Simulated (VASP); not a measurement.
# Which magnetic order does zigzag Ru chain, bond 2.672 A take?, part 4 of 5

Aim: compare collinear orders of zigzag Ru chain, bond 2.672 A.

VASP 6.6.1, plane waves and PAW; the level of theory is named at each step.

So far, largest spin moment in the PAW sphere (μB): step 2 (magnetic order, start order fm, signs ++++) 2.73; step 3 (magnetic order, start order AFM 1, signs ++--) 2.18; step 4 (magnetic order, start order AFM 2, signs +-+-) 2.50; step 5 (magnetic order, start order ferri 3, signs +++-) 2.56.

## (7) No spin polarisation

This step: PBEsol, DFT+U (Ru d 2 eV); plane waves and PAW (Ru_pv) (VASP 6.6.1).

A run without spin shows what magnetism as such gains.

File INCAR:

```
SYSTEM = Ru
PREC = Normal
ENCUT = 350
EDIFF = 1E-06
NELM = 150
ISMEAR = 1
SIGMA = 0.05
LREAL = .FALSE.
ALGO = Normal
GGA = PS
NBANDS = 34
LDAU = .TRUE.
LDAUTYPE = 2
LDAUL = 2
LDAUU = 2
LDAUJ = 0
LDAUPRINT = 1
LASPH = .TRUE.
LMAXMIX = 4
LORBIT = 11
LWAVE = .FALSE.
LCHARG = .FALSE.
NCORE = 2
AMIX = 0.2
BMIX = 1E-04
AMIX_MAG = 0.8
BMIX_MAG = 1E-04
```

File POSCAR:

```
Ru
1.0
   12.0000000000      0.0000000000      0.0000000000
    0.0000000000     12.0000000000      0.0000000000
    0.0000000000      0.0000000000      6.4128000000
Ru
4
Direct
    0.4109333333      0.5000000000      0.0000000000
    0.4109333333      0.5000000000      0.5000000000
    0.5890666667      0.5000000000      0.2500000000
    0.5890666667      0.5000000000      0.7500000000
```

File KPOINTS:

```
Automatic mesh
0
Gamma
1 1 7
0 0 0
```

PAW data sets: Ru_pv (PBE family, release 64).

Launch:

```
> mpirun -np 2 vasp_std
```

Output:

```text
[... set-up lines as in an earlier step ...]
 entering main loop
       N       E                     dE             d eps       ncg     rms          rms(c)
DAV:   1     0.263334297961E+03    0.26333E+03   -0.24029E+04   400   0.853E+02
DAV:   2     0.236237664536E+02   -0.23971E+03   -0.23342E+03   368   0.216E+02
DAV:   3    -0.104773783400E+02   -0.34101E+02   -0.32734E+02   352   0.547E+01
DAV:   4    -0.126410276431E+02   -0.21636E+01   -0.19550E+01   390   0.113E+01
DAV:   5    -0.128330404425E+02   -0.19201E+00   -0.17477E+00   384   0.255E+00    0.848E+00
DAV:   6    -0.111579731648E+02    0.16751E+01   -0.32009E+00   326   0.949E+00    0.511E+00
DAV:   7    -0.108157596946E+02    0.34221E+00   -0.38585E+00   346   0.830E+00    0.288E+00
DAV:   8    -0.108212486445E+02   -0.54889E-02   -0.14516E-01   336   0.233E+00    0.301E+00
DAV:   9    -0.107880441653E+02    0.33204E-01   -0.77665E-03   404   0.350E-01    0.296E+00
DAV:  10    -0.106842223287E+02    0.10382E+00   -0.12847E-01   348   0.133E+00    0.274E+00
DAV:  11    -0.103809570908E+02    0.30327E+00   -0.85815E-01   330   0.316E+00    0.217E+00
DAV:  12    -0.103984919076E+02   -0.17535E-01   -0.72555E-01   370   0.112E+00    0.133E+00
DAV:  13    -0.105715700509E+02   -0.17308E+00   -0.58956E-01   274   0.200E+00    0.188E+00
DAV:  14    -0.104554340658E+02    0.11614E+00   -0.77608E-01   278   0.144E+00    0.715E-01
DAV:  15    -0.105489146454E+02   -0.93481E-01   -0.11027E-02   276   0.807E-01    0.351E-01
DAV:  16    -0.105489568698E+02   -0.42224E-04   -0.52160E-02   320   0.103E+00    0.957E-01
DAV:  17    -0.105385474397E+02    0.10409E-01   -0.17958E-02   284   0.821E-01    0.400E-01
DAV:  18    -0.105598649718E+02   -0.21318E-01   -0.43106E-03   320   0.344E-01    0.792E-01
DAV:  19    -0.105517107087E+02    0.81543E-02   -0.41380E-03   322   0.285E-01    0.744E-01
DAV:  20    -0.105438898153E+02    0.78209E-02   -0.20298E-03   308   0.151E-01    0.548E-01
DAV:  21    -0.105501822486E+02   -0.62924E-02   -0.25640E-04   274   0.948E-02    0.551E-01
DAV:  22    -0.105444848602E+02    0.56974E-02   -0.29516E-03   322   0.147E-01    0.331E-01
DAV:  23    -0.105493532771E+02   -0.48684E-02   -0.64517E-03   340   0.212E-01    0.189E-01
DAV:  24    -0.105516224250E+02   -0.22691E-02   -0.12115E-03   342   0.126E-01    0.997E-02
DAV:  25    -0.105566162855E+02   -0.49939E-02   -0.14231E-03   312   0.167E-01    0.991E-02
DAV:  26    -0.105571675548E+02   -0.55127E-03   -0.21967E-04   312   0.953E-02    0.795E-02
DAV:  27    -0.105569224818E+02    0.24507E-03   -0.12086E-04   316   0.609E-02    0.437E-02
DAV:  28    -0.105570706986E+02   -0.14822E-03   -0.79462E-05   330   0.383E-02    0.188E-02
DAV:  29    -0.105572180031E+02   -0.14730E-03   -0.12341E-05   240   0.222E-02    0.220E-02
DAV:  30    -0.105571691991E+02    0.48804E-04   -0.55488E-06   278   0.110E-02    0.149E-02
DAV:  31    -0.105572351008E+02   -0.65902E-04   -0.22479E-06   210   0.988E-03    0.146E-02
DAV:  32    -0.105572047742E+02    0.30327E-04   -0.79851E-06   272   0.120E-02    0.588E-03
DAV:  33    -0.105572526460E+02   -0.47872E-04   -0.26908E-06   208   0.101E-02    0.232E-03
DAV:  34    -0.105572670681E+02   -0.14422E-04   -0.62911E-07   168   0.575E-03    0.117E-03
DAV:  35    -0.105572687497E+02   -0.16816E-05   -0.14520E-07   136   0.289E-03    0.115E-03
DAV:  36    -0.105572691484E+02   -0.39870E-06   -0.40335E-08   136   0.131E-03
   1 F= -.10557269E+02 E0= -.10557107E+02  d E =-.487411E-03
```

Run time: 34 s. Hardware: 2 MPI ranks of Intel Xeon 6975P-C (Granite Rapids), shared host; peak memory 0.44 GiB; 60 s of CPU time.

Parts of OUTCAR (step 7):

```text
   k-points           NKPTS =      4   k-points in BZ     NKDIM =      4   number of bands    NBANDS=     34

   NELECT =      56.0000    total number of electrons

atom =   1  type =  1  l = 2

 onsite density matrix

spin component  1

  0.7355  0.0000 -0.0000 -0.0000  0.0000
  0.0000  0.6422  0.0000  0.0000  0.0000
 -0.0000  0.0000  0.6355 -0.0000 -0.0105
 -0.0000  0.0000 -0.0000  0.5388  0.0000
  0.0000  0.0000 -0.0105  0.0000  0.4717

spin component  2

 occupancies and eigenvectors

  o =  0.4710  v =  0.0000  0.0000 -0.0638 -0.0000 -0.9980  0.0000  0.0000  0.0000  0.0000  0.0000      0.0000  0.0000  0.0000  0.0000  0.0000  0.0000  0.0000  0.0000  0.0000  0.0000
  o =  0.4710  v =  0.0000  0.0000  0.0000  0.0000  0.0000  0.0000  0.0000 -0.0638 -0.0000 -0.9980      0.0000  0.0000  0.0000  0.0000  0.0000  0.0000  0.0000  0.0000  0.0000  0.0000
  o =  0.5388  v =  0.0000 -0.0000  0.0000 -1.0000  0.0000  0.0000  0.0000  0.0000  0.0000  0.0000      0.0000  0.0000  0.0000  0.0000  0.0000  0.0000  0.0000  0.0000  0.0000  0.0000
  o =  0.5388  v =  0.0000  0.0000  0.0000  0.0000  0.0000  0.0000 -0.0000  0.0000 -1.0000  0.0000      0.0000  0.0000  0.0000  0.0000  0.0000  0.0000  0.0000  0.0000  0.0000  0.0000
  o =  0.6362  v =  0.0000 -0.0000 -0.9980 -0.0000  0.0638  0.0000  0.0000  0.0000  0.0000  0.0000      0.0000  0.0000  0.0000  0.0000  0.0000  0.0000  0.0000  0.0000  0.0000  0.0000
  o =  0.6362  v =  0.0000  0.0000  0.0000  0.0000  0.0000  0.0000 -0.0000 -0.9980 -0.0000  0.0638      0.0000  0.0000  0.0000  0.0000  0.0000  0.0000  0.0000  0.0000  0.0000  0.0000
  o =  0.6422  v =  0.0000 -1.0000  0.0000  0.0000 -0.0000  0.0000  0.0000  0.0000  0.0000  0.0000      0.0000  0.0000  0.0000  0.0000  0.0000  0.0000  0.0000  0.0000  0.0000  0.0000
  o =  0.6422  v =  0.0000  0.0000  0.0000  0.0000  0.0000  0.0000 -1.0000  0.0000  0.0000 -0.0000      0.0000  0.0000  0.0000  0.0000  0.0000  0.0000  0.0000  0.0000  0.0000  0.0000
  o =  0.7355  v =  1.0000  0.0000  0.0000  0.0000  0.0000  0.0000  0.0000  0.0000  0.0000  0.0000      0.0000  0.0000  0.0000  0.0000  0.0000  0.0000  0.0000  0.0000  0.0000  0.0000
  o =  0.7355  v =  0.0000  0.0000  0.0000  0.0000  0.0000  1.0000  0.0000  0.0000  0.0000  0.0000      0.0000  0.0000  0.0000  0.0000  0.0000  0.0000  0.0000  0.0000  0.0000  0.0000

atom =   2  type =  1  l = 2

 onsite density matrix

spin component  1

  0.7355  0.0000  0.0000 -0.0000 -0.0000
  0.0000  0.6422 -0.0000  0.0000 -0.0000
  0.0000 -0.0000  0.6355  0.0000 -0.0105
 -0.0000  0.0000  0.0000  0.5388  0.0000
 -0.0000 -0.0000 -0.0105  0.0000  0.4717

spin component  2

 occupancies and eigenvectors

  o =  0.4710  v =  0.0000  0.0000 -0.0638 -0.0000 -0.9980  0.0000  0.0000  0.0000  0.0000  0.0000      0.0000  0.0000  0.0000  0.0000  0.0000  0.0000  0.0000  0.0000  0.0000  0.0000
  o =  0.4710  v =  0.0000  0.0000  0.0000  0.0000  0.0000  0.0000  0.0000 -0.0638 -0.0000 -0.9980      0.0000  0.0000  0.0000  0.0000  0.0000  0.0000  0.0000  0.0000  0.0000  0.0000
  o =  0.5388  v =  0.0000 -0.0000 -0.0000  1.0000 -0.0000  0.0000  0.0000  0.0000  0.0000  0.0000      0.0000  0.0000  0.0000  0.0000  0.0000  0.0000  0.0000  0.0000  0.0000  0.0000
  o =  0.5388  v =  0.0000  0.0000  0.0000  0.0000  0.0000  0.0000 -0.0000 -0.0000  1.0000 -0.0000      0.0000  0.0000  0.0000  0.0000  0.0000  0.0000  0.0000  0.0000  0.0000  0.0000
  o =  0.6362  v =  0.0000  0.0000  0.0000  0.0000  0.0000  0.0000 -0.0000 -0.9980 -0.0000  0.0638      0.0000  0.0000  0.0000  0.0000  0.0000  0.0000  0.0000  0.0000  0.0000  0.0000
  o =  0.6362  v =  0.0000 -0.0000 -0.9980 -0.0000  0.0638  0.0000  0.0000  0.0000  0.0000  0.0000      0.0000  0.0000  0.0000  0.0000  0.0000  0.0000  0.0000  0.0000  0.0000  0.0000
  o =  0.6422  v =  0.0000  0.0000  0.0000  0.0000  0.0000  0.0000  1.0000 -0.0000  0.0000  0.0000      0.0000  0.0000  0.0000  0.0000  0.0000  0.0000  0.0000  0.0000  0.0000  0.0000
[...]
o =  0.6422  v =  0.0000 -1.0000 -0.0000  0.0000  0.0000  0.0000  0.0000  0.0000  0.0000  0.0000      0.0000  0.0000  0.0000  0.0000  0.0000  0.0000  0.0000  0.0000  0.0000  0.0000
  o =  0.7355  v =  1.0000  0.0000  0.0000  0.0000  0.0000  0.0000  0.0000  0.0000  0.0000  0.0000      0.0000  0.0000  0.0000  0.0000  0.0000  0.0000  0.0000  0.0000  0.0000  0.0000
  o =  0.7355  v =  0.0000  0.0000  0.0000  0.0000  0.0000  1.0000  0.0000  0.0000  0.0000  0.0000      0.0000  0.0000  0.0000  0.0000  0.0000  0.0000  0.0000  0.0000  0.0000  0.0000

atom =   4  type =  1  l = 2

 onsite density matrix

spin component  1

  0.7355  0.0000 -0.0000 -0.0000  0.0000
  0.0000  0.6422 -0.0000  0.0000  0.0000
 -0.0000 -0.0000  0.6355  0.0000 -0.0105
 -0.0000  0.0000  0.0000  0.5388  0.0000
  0.0000  0.0000 -0.0105  0.0000  0.4717

spin component  2

 occupancies and eigenvectors

  o =  0.4710  v =  0.0000 -0.0000 -0.0638 -0.0000 -0.9980  0.0000  0.0000  0.0000  0.0000  0.0000      0.0000  0.0000  0.0000  0.0000  0.0000  0.0000  0.0000  0.0000  0.0000  0.0000
  o =  0.4710  v =  0.0000  0.0000  0.0000  0.0000  0.0000  0.0000 -0.0000 -0.0638 -0.0000 -0.9980      0.0000  0.0000  0.0000  0.0000  0.0000  0.0000  0.0000  0.0000  0.0000  0.0000
  o =  0.5388  v =  0.0000 -0.0000 -0.0000 -1.0000  0.0000  0.0000  0.0000  0.0000  0.0000  0.0000      0.0000  0.0000  0.0000  0.0000  0.0000  0.0000  0.0000  0.0000  0.0000  0.0000
  o =  0.5388  v =  0.0000  0.0000  0.0000  0.0000  0.0000  0.0000 -0.0000 -0.0000 -1.0000  0.0000      0.0000  0.0000  0.0000  0.0000  0.0000  0.0000  0.0000  0.0000  0.0000  0.0000
  o =  0.6362  v =  0.0000  0.0000  0.0000  0.0000  0.0000  0.0000 -0.0000  0.9980 -0.0000 -0.0638      0.0000  0.0000  0.0000  0.0000  0.0000  0.0000  0.0000  0.0000  0.0000  0.0000
  o =  0.6362  v =  0.0000 -0.0000  0.9980 -0.0000 -0.0638  0.0000  0.0000  0.0000  0.0000  0.0000      0.0000  0.0000  0.0000  0.0000  0.0000  0.0000  0.0000  0.0000  0.0000  0.0000
  o =  0.6422  v =  0.0000  0.0000  0.0000  0.0000  0.0000  0.0000  1.0000  0.0000 -0.0000 -0.0000      0.0000  0.0000  0.0000  0.0000  0.0000  0.0000  0.0000  0.0000  0.0000  0.0000
  o =  0.6422  v =  0.0000  1.0000  0.0000 -0.0000 -0.0000  0.0000  0.0000  0.0000  0.0000  0.0000      0.0000  0.0000  0.0000  0.0000  0.0000  0.0000  0.0000  0.0000  0.0000  0.0000
  o =  0.7355  v =  1.0000  0.0000  0.0000  0.0000  0.0000  0.0000  0.0000  0.0000  0.0000  0.0000      0.0000  0.0000  0.0000  0.0000  0.0000  0.0000  0.0000  0.0000  0.0000  0.0000
  o =  0.7355  v =  0.0000  0.0000  0.0000  0.0000  0.0000  1.0000  0.0000  0.0000  0.0000  0.0000      0.0000  0.0000  0.0000  0.0000  0.0000  0.0000  0.0000  0.0000  0.0000  0.0000

 E-fermi :  -3.3720

 k-point     1 :       0.0000    0.0000    0.0000
  band No.  band energies     occupation
    ...
     25      -3.5491      2.00001
     26      -3.5491      2.00001
     27      -3.4547      2.04107
     28      -3.4547      2.04108
     29      -3.3759      1.13420
     30      -3.3041     -0.06648
     31      -3.3041     -0.06647
     32      -3.0371     -0.00000
     33      -2.7757     -0.00000
     34      -2.1237      0.00000

 k-point     2 :       0.0000    0.0000    0.1429
  band No.  band energies     occupation
    ...
     25      -3.6467      2.00000
     26      -3.5500      2.00001
     27      -3.5320      2.00006
     28      -3.4468      2.05568
     29      -3.3589      0.57282
     30      -3.3334      0.03528
     31      -3.1359     -0.00000
     32      -3.1349     -0.00000
     33      -2.6634     -0.00000
     34      -2.2871      0.00000

  Total      -16.3137226     -0.6131029    -26.0197001      0.0000000      0.0000000      0.0000000
  in kB      -28.3043683     -1.0637357    -45.1442749      0.0000000      0.0000000      0.0000000
  external PRESSURE =     -24.8374596 kB  Pullay stress =       0.0000000 kB

 POSITION                                       TOTAL-FORCE (eV/Angst)
 -----------------------------------------------------------------------------------
      4.93120      6.00000      0.00000         3.660849      0.000000      0.000000
      4.93120      6.00000      3.20640         3.660849      0.000000      0.000000
      7.06880      6.00000      1.60320        -3.660849     -0.000000     -0.000000
      7.06880      6.00000      4.80960        -3.660849     -0.000000     -0.000000
 -----------------------------------------------------------------------------------
    total drift:                                0.000000      0.000000      0.000000

  FREE ENERGIE OF THE ION-ELECTRON SYSTEM (eV)
  ---------------------------------------------------
  free  energy   TOTEN  =       -10.5572691484 eV

  energy  without entropy=      -10.5567817379  energy(sigma->0) =      -10.55710668

[... 8 parts as in an earlier step ...]

[... 5 further parts left out ...]
```

A U on the itinerant d states of such a compound is hard to justify; it moves the bands at the Fermi level.

This step gave:

- electronic cycles: 36
- free energy (TOTEN): -10.56 eV
- energy at zero smearing: -10.56 eV
- Fermi energy: -3.372 eV

Force by atom:

```csv
atom,x (eV/Å),y (eV/Å),z (eV/Å),size
Ru1,3.66,0.00,0.00,3.66
Ru2,3.66,0.00,0.00,3.66
Ru3,-3.66,0.00,0.00,3.66
Ru4,-3.66,0.00,0.00,3.66
```

Energy at zero smearing: -10.55711 eV.

## (8) Summary

This step: collinear magnetic orders, PBEsol, DFT+U (Ru d 2 eV); plane waves and PAW (VASP 6.6.1).

This step runs nothing: it gathers the runs above.

Numbers from this step:

| Quantity | Value |
| --- | --- |
| mean moment in the lowest run | 2.725 μB |

Orders, by row:

```csv
order,signs,energy above the lowest (meV/magnetic atom),total moment (μB),mean moment on carriers (μB),gap on the mesh (eV),"signs at the end, of the atoms given a moment"
fm,++++,0,12.26,2.725,0,++++
afm 1,++--,353,0,2.177,0.2192,++--
afm 2,+-+-,365.4,0,2.501,0,+-+-
ferri 3,+++-,155.4,5.146,2.377,0,+++-
nm,,1248,0,0,0,-
```

(Part 4 of 5 ends here.)

[Lines on the potential files, build, host, timing and source positions are cut from VASP's logs without a mark.]

[Logs are printed without paths, hosts, clocks, repeated set-up lines and the standing remarks that a program may print on its own settings, such as how far it seeks lower states.]

[Hosts, paths, dates, database ids (printed as entryN), source tags and the programs' standing remarks are cut or masked in the printed files.]

[In band tables of VASP the shares of atoms and orbitals are scaled to a sum of 1 inside the atoms' spheres.]

[Runs that stopped without an error message from VASP are left out.]
